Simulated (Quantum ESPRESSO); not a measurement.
**PbSe (Clausthalite): zone-centre phonons under several settings**

```
CELL_PARAMETERS angstrom
0.00000 3.06065 3.06065
3.06065 0.00000 3.06065
3.06065 3.06065 0.00000
ATOMIC_POSITIONS crystal
Pb 0.00000 0.00000 0.00000
Se 0.50000 0.50000 0.50000
```

All runs used Quantum ESPRESSO 7.5; k mesh 6 × 6 × 6, shifted; relaxed cell; no spin polarisation; occupations smeared at first, fixed for the response.

| level | potentials | cutoff (eV) | volume (Å³/atom) | lowest optical mode without the field (cm⁻¹) |
| --- | --- | --- | --- | --- |
| PBE | SG15 PBE 1.2 | 952 | ? | ? |
| LDA | GBRV 1.5 LDA | 612 | 27.49 | 56 |

Q: What stands in the row left open?

A: Volume 30.04 Å³/atom; lowest optical mode without the field 36 cm⁻¹.

